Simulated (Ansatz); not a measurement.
# AlAs (F-43m): the dielectric response against the k mesh, part 2 of 2

Aim: how dense a k mesh do ε∞ and the zone-centre modes of AlAs (F-43m) need?

Ansatz 0.2.0; DFT LDA, scalar-relativistic, plane waves, PAW; PAW set soft_1.

So far. Step 3 (Tight relaxation): The forces vanish by symmetry and the pressure is 0.002 GPa, within the tolerances set. The cell now holds 22.29 Å³/atom. The relaxed cell has a = 5.629 Å (conventional setting).

**4. Response on one mesh, 4×4×4**

Phonons follow from the second derivative of the energy, found here by linear response.

The response is solved on 4×4×4 k points.

input.yaml

```yaml
crystal:
  lattice:
    - [0.0, 2.8144367009, 2.8144367009]
    - [2.8144367009, 0.0, 2.8144367009]
    - [2.8144367009, 2.8144367009, 0.0]
  atoms:
    - { symbol: Al, position: [0.0, 0.0, 0.0] }
    - { symbol: As, position: [0.75, 0.75, 0.75] }
kpoints:
  mp_grid: { grid: [4, 4, 4] }
hamiltonian:
  xc: lda
  pseudopotentials: { kind: paw, azcp: { folder: soft_1 }, xc_functional: pbe }
scf:
  occupations: { method: fixed }
output:
  eigenvalues: true
phonons:
  method: dfpt
  dielectric: true
  rigid_motions: translations
  field_mesh: kpoints
```

Started as:

```sh
ansatz run input.yaml --threads 4 --pin off --max-ram 10240MiB --backend cpu --events-out ev --progress --plain --runs-dir out
```

Numbers of over 12 decimals in the logs are rounded to 6 here.

Log:

```text
[...]
Crystal: 2 atoms, lattice volume = 44.587 Å³
Basis set: ecut = 420 eV, 893 PW (Γ), exchange–correlation on 54×54×54 points (8 copies of the dense FFT grid, shifted against one another)
Bands: 13, of which v1, the nominal top of the filled ones, is band 9 counted from 1 (8 counted from 0)
Symmetry: 24 space group operations
k-points: 18 of 64 (irreducible under 4 space group operations, time reversal used)
[...]
SCF iter   1: F=—  HF=-5287.664216 eV  |F-HF|=—  |Δ(HF+E_count)|=         —  Δρ=3.94e-2  dr2=8.45e-1  ethr=3.10e-3  ⟨swp⟩=4.5  Hψ=1204  notcnv=0  defer=30
[...]
SCF iter   8: F=-5287.370828 eV  HF=-5287.370828 eV  |F-HF|=0.00e0  |Δ(HF+E_count)|=  1.55e-10  Δρ=6.15e-8  dr2=5.57e-13  ethr=1.00e-12  ⟨swp⟩=5.8  Hψ=982  notcnv=0
SCF 1 converged in 8 iterations: F = -5287.370828 eV  dr2 = 5.57e-13
[...]
NSCF: frozen V_eff on 1 k-points
DFPT response loops at Γ: preconditioner auto → none (the input reference at scf.mixing.eps_inf says where Resta's filter doesn't serve); β = 0.50; Broyden in place of MSR1
WARN: field response: the 4×4×4 k-mesh looks too coarse for the field response at k = (0.0000, 0.0000, 0.0000), direct gap 1.968 eV: take ε∞, Z* and everything formed from them as unconverged in the mesh. The response there varies over an interband length of 1.81 Å as this mesh's differences read it, which a coarse mesh reads short; the mesh's real-space period, 15.9 Å, is under 14 times that, 25.3 Å: field_mesh: auto, beside no phonons.dynamical_quadrupoles, solves it inside a basis that this mesh spans and, under method: fd, where it gets none, on a denser mesh; else type a denser kpoints.mp_grid, and compare
SCF converged after 8 iterations
Free energy (F): -5287.370828 eV
[...]
Internal energy: -5287.370828 eV  (E = F + TS)
E sigma→0 (E₀):  -5287.370828 eV
Fermi energy:    6.087194 eV
[...]
--- Band table (eV; the first three rows and the last of 18) ---
  k-point 0: bands = [... 5 lower, -5.9190, 6.0872, 6.0872, 6.0872, 8.0551, 10.3510, 10.3510, 10.3510]
  k-point 1: bands = [... 5 lower, -5.3308, 2.6306, 5.6008, 5.6008, 8.6295, 10.9730, 10.9730, 12.4968]
  k-point 2: bands = [... 5 lower, -4.4681, 0.4081, 5.2514, 5.2514, 8.1442, 10.7208, 10.7208, 13.6820]
  k-point 17: bands = [... 5 lower, -3.8745, 0.9316, 2.8186, 3.1841, 10.3244, 11.7299, 11.7406, 12.0662]
--- Phonons (Γ-DFPT): 2 representative perturbations + reference, on 18 of 64 k-points (Σ response iterations 6) ---
  k mesh reduced under 4 symmetry operations, with k and −k counted as one. Each operation leaves every solved perturbation unchanged. A smaller set is not considered because the run solves the response to a homogeneous field
  ASR residual: 2.470e-5 → 0.000e0 eV/Å²; symmetrization residual: 9.970e-7 eV/Å²
  ASR residual per site (eV/Å²): 8.08e-6 2.47e-5
  Γ frequencies (cm⁻¹): 0.00 0.00 0.00 359.53 359.53 359.53
  ε∞ (high-frequency dielectric tensor):
        7.923968     0.000000    -0.000000
       -0.000000     7.923968     0.000000
        0.000000     0.000000     7.923968
  ε⁰ (static dielectric tensor: ions relaxed, cell fixed):
        9.897079    -0.000000    -0.000000
       -0.000000     9.897079    -0.000000
        0.000000    -0.000000     9.897079
  ε⁰ − ε∞ (ionic part):
        1.973111    -0.000000     0.000000
       -0.000000     1.973111    -0.000000
        0.000000    -0.000000     1.973111
  softest optical mode at Γ: 359.53 cm⁻¹; the repairs (sum rule, projections) moved no ω² at Γ by more than (0.39 cm⁻¹)²
  Born effective charges Z* (e; rows j = field, columns β = displacement):
    site 0:
         2.14113   -0.00000    0.00000
         0.00000    2.14113   -0.00000
        -0.00000   -0.00000    2.14113
    site 1:
        -2.14113    0.00000   -0.00000
        -0.00000   -2.14113    0.00000
         0.00000    0.00000   -2.14113
  Z* charge neutrality: 5.063e-6 e pre-enforcement
  k-mesh period / interband length: 15.9 Å / 1.81 Å = 8.80 at k = (0.0000, 0.0000, 0.0000), direct gap 1.968 eV — UNDER 14: by this measure the k-mesh is too coarse for the response
  optical modes at Γ without the LO–TO term, one row a degenerate level:
      ω (cm⁻¹)  modes    IR ((D/Å)²/amu)
        359.53      3            15.9950
  optical modes at Γ + LO–TO along q̂ = [1.0000, 0.0000, 0.0000]:
      ω (cm⁻¹)  modes    IR ((D/Å)²/amu)
        359.53      2            10.6633
        401.80      1             5.3317
  optical modes at Γ + LO–TO along q̂ = [0.0000, 1.0000, 0.0000]:
      ω (cm⁻¹)  modes    IR ((D/Å)²/amu)
        359.53      2            10.6633
        401.80      1             5.3317
  optical modes at Γ + LO–TO along q̂ = [0.0000, 0.0000, 1.0000]:
      ω (cm⁻¹)  modes    IR ((D/Å)²/amu)
        359.53      2            10.6633
        401.80      1             5.3317
```

Wall time 2.1 s (4 threads of AMD EPYC 7B13 (Zen 3), shared host); peak memory 0.42 GiB.

A gap read on the k-mesh alone can miss the band edges.

Numbers from this step:

- gap on the k-mesh: 1.286 eV
- sum-rule residual before enforcement: 2.47e-5 eV/Å²
- miss of the charge sum rule: 5.06e-6 e
- point group: -43m
- highest optical mode at the zone centre (no LO-TO term): 359.5 cm⁻¹
- lowest optical zone-centre mode: 359.5 cm⁻¹
- mean high-frequency dielectric constant: 7.924
- largest Born charge (third of the trace): 2.141 e
- mean static dielectric constant: 9.897
- top of the zone-centre spectrum with the field: 401.8 cm⁻¹

The optical mode without the LO-TO term lies at 359.5 cm⁻¹.

**5. Response on one mesh, 20×20×20**

The response is solved on 20×20×20 k points.

Changes to input.yaml since step 4:

```diff
@@ -9,3 +9,3 @@
 kpoints:
-  mp_grid: { grid: [4, 4, 4] }
+  mp_grid: { grid: [20, 20, 20] }
 hamiltonian:
```

Log:

```text
[...]
Crystal: 2 atoms, lattice volume = 44.587 Å³
Basis set: ecut = 420 eV, 893 PW (Γ), exchange–correlation on 54×54×54 points (8 copies of the dense FFT grid, shifted against one another)
Bands: 13, of which v1, the nominal top of the filled ones, is band 9 counted from 1 (8 counted from 0)
Symmetry: 24 space group operations
k-points: 1166 of 8000 (irreducible under 4 space group operations, time reversal used)
[...]
optical modes at Γ + LO–TO along q̂ = [1.0000, 0.0000, 0.0000]:
      ω (cm⁻¹)  modes    IR ((D/Å)²/amu)
[...]
optical modes at Γ + LO–TO along q̂ = [0.0000, 1.0000, 0.0000]:
      ω (cm⁻¹)  modes    IR ((D/Å)²/amu)
        358.35      2            10.7336
        394.49      1             5.3668
  optical modes at Γ + LO–TO along q̂ = [0.0000, 0.0000, 1.0000]:
      ω (cm⁻¹)  modes    IR ((D/Å)²/amu)
        358.35      2            10.7336
        394.49      1             5.3668
[key lines of the parts left out:]
SCF converged after 8 iterations
Free energy (F): -5287.495942 eV
Fermi energy:    6.043931 eV
```

Run time: 70 s. Hardware: 4 threads; peak memory 2.4 GiB.

Numbers from this step:

| Quantity | Value |
| --- | --- |
| gap on the k-mesh | 1.325 eV |
| sum-rule residual before enforcement | 5.02e-5 eV/Å² |
| miss of the charge sum rule | 1.83e-6 e |
| highest optical mode at the zone centre (no LO-TO term) | 358.4 cm⁻¹ |
| lowest optical zone-centre mode | 358.4 cm⁻¹ |
| mean high-frequency dielectric constant | 9.437 |
| largest Born charge (third of the trace) | 2.148 e |
| mean static dielectric constant | 11.44 |
| top of the zone-centre spectrum with the field | 394.5 cm⁻¹ |

The optical mode without the LO-TO term lies at 358.4 cm⁻¹.

Between step 4 and this run (k-mesh 20×20×20 and k divisions 20) the value for the mean high-frequency dielectric constant moves from 7.92 to 9.44 (+19 %).

**6. All members side by side**

The members are set side by side, also those not shown above.

One cell throughout; the field response is solved on the k mesh of the run itself. The response against the k mesh:

| k divisions along a1 | ε∞ | ε0 | largest Born charge in size, a third of the trace (e) | top mode with the field, highest of q along x, y and z (cm⁻¹) | mode 4 T2 (cm⁻¹) |
| --- | --- | --- | --- | --- | --- |
| 4 | 7.924 | 9.897 | 2.141 | 401.8 | 359.5 |
| 6 | 8.857 | 10.85 | 2.147 | 396.9 | 358.6 |
| 8 | 9.221 | 11.22 | 2.148 | 395.3 | 358.4 |
| 10 | 9.356 | 11.36 | 2.148 | 394.8 | 358.4 |
| 12 | 9.406 | 11.4 | 2.148 | 394.6 | 358.4 |
| 14 | 9.425 | 11.42 | 2.148 | 394.5 | 358.4 |
| 16 | 9.432 | 11.43 | 2.148 | 394.5 | 358.4 |
| 20 | 9.437 | 11.44 | 2.148 | 394.5 | 358.4 |

**7. Outcome**

```json
{
  "members": "8",
  "optical mode (no LO-TO term), 4 k divisions": "359.5 cm⁻¹",
  "optical mode (no LO-TO term), 20 k divisions": "358.4 cm⁻¹"
}
```

What this shows: ε∞ goes from 7.92 at 4 divisions to 9.44 at 20; from 10 divisions on it stays within 1 % of the last value. The highest mode without the field stays within 1 cm⁻¹ of its last value from 6 divisions on. The top mode with the field moves by -7.3 cm⁻¹ over the series. With bars of 1 % on ε∞ and 1 cm⁻¹ on this mode, ε∞ needs the denser mesh. These are harmonic frequencies at zero temperature: anharmonic shifts, linewidths and thermal expansion are left out. The PAW files were made for PBE; the program adapts parts of them to the functional of the run, but their partial waves stay those of PBE, an approximation that was not tested in this session. Only the zone centre was solved, so an instability at another wavevector cannot show here.

[Logs are printed without paths, hosts, clocks, repeated set-up lines and the standing remarks that a program may print on its own settings, such as how far it seeks lower states.]

[Hosts, paths, dates, database ids (printed as entryN), source tags and the programs' standing remarks are cut or masked in the printed files.]
